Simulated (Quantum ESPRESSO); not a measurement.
**KCl under changes of volume**

One of the cells (28.294 Å³/atom); the others are scaled copies at fixed shape and fractional positions:

```xyz
2
Lattice="3.8392 0.0000 0.0000 0.0000 3.8392 0.0000 0.0000 0.0000 3.8392" Properties=species:S:1:pos:R:3 pbc="T T T"
K     0.0000    0.0000    0.0000
Cl    1.9196    1.9196    1.9196
```

Measurements of this composition are mostly on another form, of space group No. 225.

```yaml
Program: Quantum ESPRESSO 7.5
Functional: PBE
Potentials_or_basis: SSSP 1.3 efficiency PBE
Cutoff: 816 eV
Density_cutoff: 6531 eV
k_mesh: 7 × 7 × 7
Occupations: fermi-dirac, width 0.05 eV
Spin: no spin polarisation
```

```csv
volume (Å³/atom),energy over the lowest point (meV/atom),pressure (GPa),gap on the mesh (eV)
26.596,5.92,1.2,5.09
27.162,2.36,0.7,5.00
27.728,?,?,?
28.294,0.00,-0.1,4.82
28.860,0.85,-0.4,4.74
29.426,2.86,-0.7,4.66
29.991,5.91,-1.0,4.59
```

Question: What does the run at 27.728 Å³/atom give?

Answer: Energy over the lowest point 0.45 meV/atom; pressure 0.3 GPa; gap on the mesh 4.91 eV.

Worked out: A Birch-Murnaghan fit of order 3 (a polynomial in V^(-2/3)) to the other rows has its minimum at 28.20 Å³/atom with B0 = V·E''(V) = 18.7 GPa and B' = 4.7. It gives 0.45 meV/atom at 27.728 Å³/atom, against the run's 0.45, and -dE/dV = 0.3 GPa, against 0.3. A straight line through the other rows of the gap, of slope -4.2 eV per unit of ln V, gives 4.91 eV, against the run's 4.91.

Energies are extrapolated to zero smearing.

Caveats: an odd mesh through Γ misses points on the zone boundary, where band edges often lie.
